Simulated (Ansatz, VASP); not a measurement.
# Cross-check of Al35InN36 (In_Al) between VASP and Ansatz, part 2 of 3

Aim: how closely do two programs agree when they are given the same cell, functional and k mesh? Of the first pair: The structure shown is the start of the Ansatz relaxation below; VASP solves that cell, so the two are compared at the walk's first step.

VASP 6.6.1 and Ansatz 0.2.0.

So far: Set-up; Ansatz: relaxation, r2SCAN.

## 3. VASP: single point, r2SCAN, start cell, pair 1

Level of this step: r2SCAN; plane waves and PAW (Al, N, In_d) (VASP).

The same cell, functional and mesh now go to VASP, with its own data sets.

Lines of VASP's logs that name or quote its potential files are left out, and so is its time.

The input, INCAR:

```
SYSTEM = Al35InN36
PREC = Accurate
ENCUT = 580
EDIFF = 1E-06
NELM = 120
ISMEAR = 0
SIGMA = 0.01
LREAL = Auto
ALGO = Normal
METAGGA = R2SCAN
LASPH = .TRUE.
NBANDS = 200
LORBIT = 11
LWAVE = .FALSE.
LCHARG = .FALSE.
ISIF = 2
ISYM = 0
GGA_COMPAT = .FALSE.
EFERMI = MIDGAP
LMIXTAU = .TRUE.
NCORE = 2
```

The input, POSCAR:

```
Al35InN36
1.0
    9.3195655359      0.0000000860      0.0000000000
   -4.6597828424      8.0709804634      0.0000000000
    0.0000000000      0.0000000000      9.9564777190
Al N In
35 36 1
Direct
    0.2170975680      0.1059223207      0.2509866512
    0.1159707680      0.2213644300      0.5000819708
    0.2173277622      0.1099609874      0.7467726248
    0.1106235487      0.2271561676      0.9983469336
    0.2273684839      0.4453352349      0.2472916698
    0.1136157143      0.5605057540      0.5026209209
    0.2197206292      0.4412439105      0.7453854877
    0.1071166833      0.5575854150      0.0003266498
    0.2229419499      0.7743734493      0.2460711578
    0.1150266156      0.8945790444      0.5013161422
    0.2209421181      0.7779245668      0.7544595802
    0.1095573557      0.8855406134      0.9953780122
    0.5600526879      0.1127496165      0.2461952981
    0.4440766676      0.2228892722      0.5045510211
    0.5606742917      0.1166429477      0.7490917180
    0.4483374660      0.2281605029      0.9984618336
    0.5540274451      0.4445200888      0.2544044261
    0.5507560450      0.4442445337      0.7471845174
    0.4486766646      0.5613651256      0.9983780691
    0.5582581848      0.7750952911      0.2471192192
    0.4424289713      0.8831552739      0.4978749654
    0.5517943882      0.7732527641      0.7527315594
    0.4417460892      0.8827841914      0.9988138658
    0.8920780459      0.1081605794      0.2489414500
    0.7820222895      0.2224998488      0.4963768453
    0.8889853234      0.1094703336      0.7543675798
    0.7834372053      0.2248247212      0.0016331359
    0.8858809951      0.4382624812      0.2499176988
    0.7811838149      0.5540371400      0.5025177720
    0.8942065522      0.4472864158      0.7470311500
    0.7813449925      0.5578712467      0.0036771318
    0.8827845143      0.7751367944      0.2503664519
    0.7760186021      0.8835292026      0.5019680796
    0.8897896717      0.7781442356      0.7545695588
    0.7768748378      0.8870359637      0.9948097389
    0.2190004916      0.1049178579      0.4403703924
    0.1149716826      0.2205266136      0.1884219553
    0.2261951316      0.1169529507      0.9390478504
    0.1117238979      0.2234660335      0.6854787599
    0.2219237674      0.4423768583      0.4357147299
    0.1113554680      0.5503174008      0.1904686631
    0.2277748811      0.4492123351      0.9416163290
    0.1160454084      0.5551071534      0.6917296653
    0.2279718190      0.7809443981      0.4385484629
    0.1164489973      0.8888397169      0.1902466970
    0.2194713803      0.7721065624      0.9424177169
    0.1112651353      0.8854609453      0.6865983326
    0.5504455823      0.1060531563      0.4387947348
    0.4494849820      0.2272023789      0.1886034452
    0.5512737784      0.1051175822      0.9399893481
    0.4406853397      0.2172641812      0.6876360489
    0.5514711431      0.4451646202      0.4376468389
    0.4447009461      0.5604481367      0.1880987487
    0.5502709222      0.4429116102      0.9428045002
    0.4491174680      0.5611698581      0.6891915187
    0.5508256572      0.7732645347      0.4378538398
    0.4389236858      0.8859196221      0.1881282772
    0.5583672139      0.7762631790      0.9439411472
    0.4427570217      0.8913482066      0.6941116321
    0.8936097843      0.1120820360      0.4374180431
    0.7747794075      0.2163048147      0.1889123898
    0.8905991972      0.1134822377      0.9357849495
    0.7733215545      0.2186754065      0.6936611716
    0.8944168752      0.4448558560      0.4409360543
    0.7776745478      0.5603621460      0.1882692909
    0.8910190346      0.4474509559      0.9360468896
    0.7716487942      0.5517333308      0.6905759440
    0.8900484650      0.7737590187      0.4428084032
    0.7796059876      0.8850210907      0.1921269804
    0.8886685720      0.7755762701      0.9357772159
    0.7775964033      0.8868976905      0.6950921998
    0.4429196761      0.5586049901      0.5029123894
```

The input, KPOINTS:

```
Points of the shifted mesh
1
Reciprocal
 0.2500000000  0.2500000000  0.2500000000 1
```

PAW data sets: Al, N and In_d (PBE family, release 64).

Launch:

```sh
$ mpirun -np 8 vasp_std
```

Numbers of over 12 decimals in the logs are rounded to 6 here.

Log:

```text
[banner, memory and clock lines left out]
running    8 mpi-ranks, on    1 nodes
[...]
|                                                                             |
|               ----> ADVICE to this user running VASP <----                  |
|                                                                             |
|     You enforced a specific xc type in the INCAR file but a different       |
|     [... a line on the potential file left out ...]
|     I HOPE YOU KNOW WHAT YOU ARE DOING!                                     |
|                                                                             |

 LDA part: xc-table for (None), standard interpolation
 POSCAR, INCAR and KPOINTS ok, starting setup
[...]
entering main loop
       N       E                     dE             d eps       ncg     rms          rms(c)
DAV:   1     0.163249224885E+04    0.16325E+04   -0.15051E+05   400   0.157E+03
DAV:   2    -0.585755960763E+03   -0.22182E+04   -0.20901E+04   480   0.342E+02
DAV:   3    -0.847757715493E+03   -0.26200E+03   -0.25683E+03   480   0.129E+02
DAV:   4    -0.859074488517E+03   -0.11317E+02   -0.11247E+02   512   0.314E+01
[...]
DAV:  24    -0.700625332713E+03   -0.33098E-05   -0.17662E-06   296   0.443E-03    0.948E-03
DAV:  25    -0.700625330854E+03    0.18588E-05   -0.10888E-05   448   0.665E-03    0.574E-03
DAV:  26    -0.700625331259E+03   -0.40550E-06   -0.47929E-07   248   0.275E-03
   1 F= -.70062533E+03 E0= -.70062533E+03  d E =0.000000E+00
```

OUTCAR, selected parts (step 3):

```text
 POSITION                                       TOTAL-FORCE (eV/Angst)
 -----------------------------------------------------------------------------------
      1.52968      0.85490      2.49894         1.320130      0.585899     -0.588377
      0.04929      1.78663      4.97905        -0.946191      0.144489     -1.129611
      1.51301      0.88749      7.43522         0.866424     -0.079074      0.662851
     -0.02754      1.83337      9.94002         1.225835     -0.185520      0.151484
      0.04381      3.59429      2.46215        -0.641749     -0.469202      0.041485
     -1.55299      4.52383      5.00433         0.589384     -0.397185     -1.044972
     -0.00840      3.56127      7.42141         0.755200      0.570357      1.426096
     -1.59995      4.50026      0.00325         1.277915     -0.901701      0.221856
     -1.53069      6.24995      2.45000        -0.364259      0.046031      0.666449
     -3.09655      7.22013      4.99134         0.385788     -1.760333     -0.671766
     -1.56587      6.27861      7.51176         0.587576      0.174174     -0.679866
     -3.10540      7.14718      9.91046         0.269547      1.259710      0.974143
      4.69406      0.91000      2.45124        -1.613998     -0.962689      0.476708
      3.09999      1.79893      5.02355         0.524571     -0.462919     -1.760997
[...]
-----------------------------------------------------------------------------------
    total drift:                                0.003669     -0.006029      0.067194

  FREE ENERGIE OF THE ION-ELECTRON SYSTEM (eV)
  ---------------------------------------------------
  free  energy   TOTEN  =      -700.6253312592 eV

  energy  without entropy=     -700.6253312592  energy(sigma->0) =     -700.62533126
```

The PAW data sets were made with PBE, which is usual practice but a small mismatch for other functionals.

## 4. Comparison

Known differences besides the potentials themselves: VASP keeps PBE cores, Ansatz makes them for the functional; fixed occupations in Ansatz, narrow Gaussian smearing in VASP; the cutoff is 500 eV in Ansatz and 580 eV in VASP (PREC = Accurate, projectors in real space). Total energies have different zeros and are not compared.

Forces on 7 of the 72 atoms, those with the largest forces and the largest differences (eV/Å; atoms numbered as in POSCAR):

```
atom          Ansatz x, y, z            VASP x, y, z
Al32     1.854, 0.402, 0.482     1.866, 0.404, 0.481
 N40  -4.668, -2.584, -1.042  -4.717, -2.612, -1.054
 N52   5.394, -2.789, -0.632   5.447, -2.819, -0.640
 N55   -0.521, -1.073, 7.216   -0.527, -1.084, 7.251
 N56    0.929, 7.273, -2.245    0.932, 7.307, -2.251
 N63    1.529, 1.013, -0.986    1.538, 1.019, -0.998
In72  -0.086, -1.631, -1.323  -0.089, -1.606, -1.319
```

The forces differ by 9.1 meV/Å r.m.s., which is 0.8 % of the r.m.s. force of 1.182 eV/Å (both taken over all components).

## 5. Ansatz: relaxation, r2SCAN

This run makes the geometry at which the two programs are then compared.

The structure compared here is the end of the Ansatz relaxation.

The input, input.yaml:

```yaml
crystal:
  lattice:
    - [9.31956554, 9.0e-08, 0.0]
    - [-4.65978284, 8.07098046, 0.0]
    - [0.0, 0.0, 9.95647772]
  atoms:
    - { symbol: Al, position: [0.22222222, 0.11111111, 0.24960167] }
    - { symbol: Al, position: [0.11111111, 0.22222222, 0.49960167] }
    - { symbol: "N", position: [0.22222222, 0.11111111, 0.44039833] }
    - { symbol: "N", position: [0.11111111, 0.22222222, 0.19039833] }
    - { symbol: Al, position: [0.22222222, 0.11111111, 0.74960167] }
    - { symbol: Al, position: [0.11111111, 0.22222222, 0.99960167] }
    - { symbol: "N", position: [0.22222222, 0.11111111, 0.94039833] }
    - { symbol: "N", position: [0.11111111, 0.22222222, 0.69039833] }
    - { symbol: Al, position: [0.22222222, 0.44444444, 0.24960167] }
    - { symbol: Al, position: [0.11111111, 0.55555556, 0.49960167] }
    - { symbol: "N", position: [0.22222222, 0.44444444, 0.44039833] }
    - { symbol: "N", position: [0.11111111, 0.55555556, 0.19039833] }
    - { symbol: Al, position: [0.22222222, 0.44444444, 0.74960167] }
    - { symbol: Al, position: [0.11111111, 0.55555556, 0.99960167] }
    - { symbol: "N", position: [0.22222222, 0.44444444, 0.94039833] }
    - { symbol: "N", position: [0.11111111, 0.55555556, 0.69039833] }
    - { symbol: Al, position: [0.22222222, 0.77777778, 0.24960167] }
    - { symbol: Al, position: [0.11111111, 0.88888889, 0.49960167] }
    - { symbol: "N", position: [0.22222222, 0.77777778, 0.44039833] }
    - { symbol: "N", position: [0.11111111, 0.88888889, 0.19039833] }
    - { symbol: Al, position: [0.22222222, 0.77777778, 0.74960167] }
    - { symbol: Al, position: [0.11111111, 0.88888889, 0.99960167] }
    - { symbol: "N", position: [0.22222222, 0.77777778, 0.94039833] }
    - { symbol: "N", position: [0.11111111, 0.88888889, 0.69039833] }
    - { symbol: Al, position: [0.55555556, 0.11111111, 0.24960167] }
    - { symbol: Al, position: [0.44444444, 0.22222222, 0.49960167] }
    - { symbol: "N", position: [0.55555556, 0.11111111, 0.44039833] }
    - { symbol: "N", position: [0.44444444, 0.22222222, 0.19039833] }
    - { symbol: Al, position: [0.55555556, 0.11111111, 0.74960167] }
    - { symbol: Al, position: [0.44444444, 0.22222222, 0.99960167] }
    - { symbol: "N", position: [0.55555556, 0.11111111, 0.94039833] }
    - { symbol: "N", position: [0.44444444, 0.22222222, 0.69039833] }
    - { symbol: Al, position: [0.55555556, 0.44444444, 0.24960167] }
    - { symbol: In, position: [0.44444444, 0.55555556, 0.49960167] }
    - { symbol: "N", position: [0.55555556, 0.44444444, 0.44039833] }
    - { symbol: "N", position: [0.44444444, 0.55555556, 0.19039833] }
    - { symbol: Al, position: [0.55555556, 0.44444444, 0.74960167] }
    - { symbol: Al, position: [0.44444444, 0.55555556, 0.99960167] }
    - { symbol: "N", position: [0.55555556, 0.44444444, 0.94039833] }
    - { symbol: "N", position: [0.44444444, 0.55555556, 0.69039833] }
    - { symbol: Al, position: [0.55555556, 0.77777778, 0.24960167] }
    - { symbol: Al, position: [0.44444444, 0.88888889, 0.49960167] }
    - { symbol: "N", position: [0.55555556, 0.77777778, 0.44039833] }
    - { symbol: "N", position: [0.44444444, 0.88888889, 0.19039833] }
    - { symbol: Al, position: [0.55555556, 0.77777778, 0.74960167] }
    - { symbol: Al, position: [0.44444444, 0.88888889, 0.99960167] }
    - { symbol: "N", position: [0.55555556, 0.77777778, 0.94039833] }
    - { symbol: "N", position: [0.44444444, 0.88888889, 0.69039833] }
    - { symbol: Al, position: [0.88888889, 0.11111111, 0.24960167] }
    - { symbol: Al, position: [0.77777778, 0.22222222, 0.49960167] }
    - { symbol: "N", position: [0.88888889, 0.11111111, 0.44039833] }
    - { symbol: "N", position: [0.77777778, 0.22222222, 0.19039833] }
    - { symbol: Al, position: [0.88888889, 0.11111111, 0.74960167] }
    - { symbol: Al, position: [0.77777778, 0.22222222, 0.99960167] }
    - { symbol: "N", position: [0.88888889, 0.11111111, 0.94039833] }
    - { symbol: "N", position: [0.77777778, 0.22222222, 0.69039833] }
    - { symbol: Al, position: [0.88888889, 0.44444444, 0.24960167] }
    - { symbol: Al, position: [0.77777778, 0.55555556, 0.49960167] }
    - { symbol: "N", position: [0.88888889, 0.44444444, 0.44039833] }
    - { symbol: "N", position: [0.77777778, 0.55555556, 0.19039833] }
    - { symbol: Al, position: [0.88888889, 0.44444444, 0.74960167] }
    - { symbol: Al, position: [0.77777778, 0.55555556, 0.99960167] }
    - { symbol: "N", position: [0.88888889, 0.44444444, 0.94039833] }
    - { symbol: "N", position: [0.77777778, 0.55555556, 0.69039833] }
    - { symbol: Al, position: [0.88888889, 0.77777778, 0.24960167] }
    - { symbol: Al, position: [0.77777778, 0.88888889, 0.49960167] }
    - { symbol: "N", position: [0.88888889, 0.77777778, 0.44039833] }
    - { symbol: "N", position: [0.77777778, 0.88888889, 0.19039833] }
    - { symbol: Al, position: [0.88888889, 0.77777778, 0.74960167] }
    - { symbol: Al, position: [0.77777778, 0.88888889, 0.99960167] }
    - { symbol: "N", position: [0.88888889, 0.77777778, 0.94039833] }
    - { symbol: "N", position: [0.77777778, 0.88888889, 0.69039833] }
  host:
    repeats: [3, 3, 2]
    atoms:
      - { symbol: Al, position: [0.66666667, 0.33333333, 0.49920333] }
      - { symbol: Al, position: [0.33333333, 0.66666667, 0.99920333] }
      - { symbol: "N", position: [0.66666667, 0.33333333, 0.88079667] }
      - { symbol: "N", position: [0.33333333, 0.66666667, 0.38079667] }
basis:
  ecutwfc: 500
  xc_grid: 2
hamiltonian:
  xc: r2scan
  pseudopotentials: { kind: paw, azcp: { folder: soft_1 } }
kpoints:
  mp_grid: { grid: [1, 1, 1], shift: [0.25, 0.25, 0.25] }
scf:
  occupations: { method: fixed }
  max_iter: 60
output:
  forces: true
  charged_corrections:
    epsilon: [4.49, 4.49, 4.72]
    static_epsilon: [8.15, 8.15, 9.65]
    defect_position: [0.444444, 0.555556, 0.499602]
relax:
  f_tol: 0.02
  max_steps: 80
  random_displacement: { amplitude: 0.05, seed: 5755 }
checkpoint:
  write: "../q0.relax.run"
  compress: false
  write_wavefunctions: true
  write_every: 100000
```

Launch:

```sh
$ ansatz run input.yaml --threads 4 --pin off --max-ram 7536MiB --backend cpu --events-out ev --progress --plain --runs-dir out
```

Log:

```text
[...]
Crystal: 72 atoms, lattice volume = 748.907 Å³
Basis set: ecut = 500 eV, 18913 PW (Γ), exchange–correlation on 144×144×150 points (8 copies of the dense FFT grid, shifted against one another)
Bands: 221, of which v1, the nominal top of the filled ones, is band 149 counted from 1 (148 counted from 0)
Symmetry: 1 space group operations
k-points: 1
[...]
SCF iter   1: F=—  HF=-38527.020324 eV  |F-HF|=—  |Δ(HF+E_count)|=         —  Δρ=1.35e-1  dr2=1.68e2  dr2_τ=1.97e1  ethr=3.10e-3  ⟨swp⟩=5.0  Hψ=759  notcnv=0  defer=66
[...]
- { symbol: N, position: [0.111852, 0.554451, 0.690158] }
[...]
- { symbol: In, position: [0.444276, 0.555491, 0.499462] }
[...]
- { symbol: Al, position: [0.889410, 0.777270, 0.249185] }
    - { symbol: Al, position: [0.781175, 0.892014, 0.499323] }
    - { symbol: N, position: [0.888739, 0.777203, 0.440233] }
    - { symbol: N, position: [0.780476, 0.889110, 0.188575] }
    - { symbol: Al, position: [0.889206, 0.777144, 0.749038] }
    - { symbol: Al, position: [0.779756, 0.889325, 0.999456] }
    - { symbol: N, position: [0.889378, 0.777534, 0.939243] }
    - { symbol: N, position: [0.777759, 0.887925, 0.690298] }
```

(Continued in part 3 of 3.)

[Lines on the potential files, build, host, timing and source positions are cut from VASP's logs without a mark.]

[Logs are printed without paths, hosts, clocks, repeated set-up lines and the standing remarks that a program may print on its own settings, such as how far it seeks lower states.]

[Hosts, paths, dates, database ids (printed as entryN), source tags and the programs' standing remarks are cut or masked in the printed files.]
